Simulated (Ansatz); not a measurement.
**Band structure of MnO**

```
CELL_PARAMETERS angstrom
0.00000 2.22200 2.22200
2.22200 0.00000 2.22200
2.22200 2.22200 0.00000
ATOMIC_POSITIONS crystal
Mn 0.00000 0.00000 0.00000
O 0.50000 0.50000 0.50000
```

Atoms are numbered in the order listed.

Conventional cell: a = 4.444 Å, b = 4.444 Å, c = 4.444 Å, α = 90.00°, β = 90.00°, γ = 90.00°. Mn (atom 1) has 6 O at 2.22 Å as nearest neighbours. Around O (atom 2) lie 6 Mn at 2.22 Å.

The cell is COD entry 1514105, as deposited and not checked against the literature; nothing was relaxed.

Semilocal functionals without U often leave such compounds metallic or with too small a gap, and the real magnetic order may differ.

Other magnetic orders may lie lower; this is the state that the run reached.

Level of theory: DFT, PBE, all-electron LAPW, scalar-relativistic (Ansatz 0.2.0).

Settings: a Γ-centred 14×14×14 k mesh, Fermi–Dirac smearing of 0.05 eV, basis error target 1 meV/atom, spin-polarised from start moments Mn1 4 μB, ending with a cell moment of 4.76 μB.

Points in fractions of the reciprocal vectors of this cell: Γ (0, 0, 0), X (0.5, 0, 0.5), U (0.625, 0.25, 0.625), K (0.375, 0.375, 0.75), L (0.5, 0.5, 0.5), W (0.5, 0.25, 0.75). The path joins them by straight lines in the order Γ–X–U–K–Γ–L–W–X; legs that retrace an earlier one aren't tabulated. Energies are in eV from the Fermi level.

Q: Metal or insulator at this level of theory?

A: No gap opens: metallic or semimetallic.

Q: Tabulate bands 7 to 12 of the spin-down channel, counted from the lowest band of the run, along the path.

A: 
```tsv
k (1/Å)	point	band 7	band 8	band 9	band 10	band 11	band 12
0.00	Γ	-3.40	-3.40	-3.40	0.74	0.74	0.74
0.35		-4.59	-3.65	-3.65	0.47	1.16	1.16
0.71		-5.96	-4.05	-4.05	-0.11	1.66	1.79
1.06		-6.46	-4.31	-4.31	-0.64	1.87	2.15
1.41	X	-6.46	-4.38	-4.38	-0.85	1.96	2.16
1.54		-6.44	-4.51	-4.41	-0.73	2.02	2.18
1.66		-6.37	-4.86	-4.48	-0.43	2.21	2.25
1.79		-6.26	-5.30	-4.58	-0.03	2.27	2.29
1.91	U	-6.11	-5.75	-4.68	0.43	2.16	2.20
2.13		-6.12	-5.76	-4.85	0.80	1.83	2.30
2.35		-6.18	-5.62	-5.03	1.30	1.36	2.31
2.56		-6.12	-5.76	-4.85	0.80	1.83	2.30
2.78	K	-6.11	-5.75	-4.68	0.43	2.16	2.20
3.15		-6.56	-5.42	-4.84	1.64	1.69	1.80
3.53		-6.12	-4.55	-4.52	1.17	1.31	1.74
3.90		-4.61	-3.86	-3.72	0.82	0.89	1.14
4.28	Γ	-3.40	-3.40	-3.40	0.74	0.74	0.74
4.59		-4.28	-3.69	-3.69	0.80	0.91	0.91
4.89		-5.79	-4.26	-4.26	1.07	1.33	1.33
5.20		-6.97	-4.72	-4.72	1.58	1.78	1.78
5.50	L	-7.41	-4.89	-4.89	1.92	1.97	1.97
5.75		-7.25	-5.02	-4.87	1.77	1.84	2.02
6.00		-6.79	-5.33	-4.88	1.46	1.60	2.18
6.25		-6.18	-5.62	-5.03	1.30	1.36	2.31
6.50	W	-5.74	-5.74	-5.27	1.27	1.27	2.14
6.68		-6.05	-5.35	-5.15	0.61	1.80	2.13
6.86		-6.28	-4.92	-4.86	-0.07	2.11	2.15
7.03		-6.42	-4.54	-4.53	-0.62	2.05	2.24
7.21	X	-6.46	-4.38	-4.38	-0.85	1.96	2.16
```
